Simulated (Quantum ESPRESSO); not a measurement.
The system is Al.

```
Al
1.0
     0.00000    2.02481    2.02481
     2.02481    0.00000    2.02481
     2.02481    2.02481    0.00000
Al
1
Direct
  0.00000 0.00000 0.00000
```

* Program: Quantum ESPRESSO 7.5
* Task: phonon dispersion
* Functional: LDA
* Potentials or basis: PseudoDojo 0.4.1 SR LDA standard
* Cutoff: 599 eV
* Density cutoff: 2395 eV
* k mesh: 12 × 12 × 12
* Occupations: cold, width 0.136 eV
* Spin: no spin polarisation
* Form of the LDA correlation: PW92
* Mixing beta: 0.5
* Most SCF iterations: 120
* SCF threshold: 2e-10 Ry
* q mesh: 4 × 4 × 4

The cell and the atoms were relaxed first, to 15.79 Å³/atom (a = 2.816 Å, b = 2.816 Å, c = 2.816 Å, α = 60.00°, β = 60.00°, γ = 60.00°), and the response was taken there.

Q: Is this structure dynamically stable at this level, and how far does the spectrum reach?

A: Yes, as far as this q mesh shows: no mode on the path is imaginary. The highest frequency is 354 cm⁻¹.

Phonon frequencies at the corners of the path (cm⁻¹, interpolated; i marks imaginary ones):
| point | frequencies |
| --- | --- |
| Γ | 0 0 0 |
| X | 198 198 354 |
| W | 220 272 272 |
| K | 187 266 303 |
| L | 147 147 281 |
| U | 187 266 303 |

Harmonic thermodynamics per atom at this volume (zero-point energy 39.5 meV, Debye temperature from the second moment 411 K):
```csv
T (K),free energy (meV),entropy (k_B),heat capacity Cv (k_B)
50,39.4,0.13,0.41
100,37.6,0.76,1.50
200,24.8,2.16,2.46
298.15,1.8,3.21,2.73
500,-67.7,4.67,2.90
800,-207.6,6.05,2.96
```

Phonon states per cell in windows of 20 cm⁻¹ (negative: imaginary):
| from (cm⁻¹) | total |
| --- | --- |
| 0 | 0.00 |
| 20 | 0.00 |
| 40 | 0.01 |
| 60 | 0.02 |
| 80 | 0.04 |
| 100 | 0.08 |
| 120 | 0.15 |
| 140 | 0.30 |
| 160 | 0.40 |
| 180 | 0.44 |
| 200 | 0.29 |
| 220 | 0.20 |
| 240 | 0.20 |
| 260 | 0.18 |
| 280 | 0.48 |
| 300 | 0.13 |
| 320 | 0.06 |
| 340 | 0.01 |
